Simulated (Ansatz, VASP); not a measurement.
# Two plane-wave programs on Sb

```
Sb
1.0
     3.16000    0.00000    0.00000
     0.00000    3.32590    0.00000
     0.00000    0.00000    3.16000
Sb
1
Direct
  0.00000 0.00000 0.00000
```

Change from the starting cell: strain +0.0525 x Voigt [0, 1, 0, 0, 0, 0], atoms carried along.

Alike in both runs: task single point; functional PBEsol; k mesh 16 × 16 × 16; occupations gaussian, width 0.15 eV; no spin polarisation.

|  | VASP | Ansatz |
| --- | --- | --- |
| version | VASP 6.6.1 | Ansatz 0.2.0 |
| potentials or method | VASP PAW PBE potentials, release 64 (Sb) | scalar-relativistic, plane waves, PAW |
| plane-wave cutoff (eV) | 520 | 420 |
| valence electrons in the cell | 5 | 15 |

VASP gave:

```
gap on the k mesh at the Fermi level (eV)       : none
pressure (GPa)                                  : -6.4
largest component of the traceless stress (GPa) : 2.13
```

Task: Estimate Ansatz's values.

Result: gap on the k mesh at the Fermi level (eV): none; pressure (GPa): -6.4; largest component of the traceless stress (GPa): 2.11.

A gap of «none» marks a metal or a gap that the smearing closes. The functional is the same, so the differences come from potentials, cutoffs and numerics. The two sets of potentials don't hold the same shells in valence.

Caveats: the PAW data sets were made with another functional, which shifts forces and pressure a little (VASP). The runs have no spin-orbit coupling, so splittings on Sb are missing.
